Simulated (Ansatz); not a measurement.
The system is Cl.

```
Cl
1.0
     3.14500   -2.25000    0.00000
     3.14500    2.25000    0.00000
     0.00000    0.00000    8.21000
Cl
4
Direct
  0.37000 0.63000 0.40000
  0.13000 0.87000 0.90000
  0.63000 0.37000 0.60000
  0.87000 0.13000 0.10000
```

Base run:

```yaml
Program: Ansatz 0.2.0
Functional: revPBE
Potentials_or_basis: Ansatz PAW
Cutoff: "420 eV (not typed: the program's choice for these potentials)"
k_mesh: 7 × 7 × 4
Occupations: fermi-dirac, width 0.05 eV
Spin: no spin polarisation
```

Its results: band gap on the k mesh 2.56 eV, indirect (least direct gap 2.62 eV); pressure 2.0 GPa; largest force 0.093 eV/Å.

Problem. After a change of settings the same cell gave: band gap on the k mesh 2.43 eV, indirect (least direct gap 2.49 eV); pressure -0.9 GPa; largest force 0.173 eV/Å. Which change was it?
A. functional from revPBE to PBEsol
B. functional from revPBE to RPBE
C. functional from revPBE to LDA
D. functional from revPBE to r2SCAN; cutoff from 420 eV (not typed: the program's choice for these potentials) to 500 eV (not typed: the program's choice for these potentials)

Solution. A.

PBEsol binds more tightly than revPBE, so the same cell stands under less pressure.

Caveats: the PAW data sets come from PBE, with cores solved anew for the run's functional, which leaves a small shift of forces and pressure.

Runs at the PBE level aren't shown here.
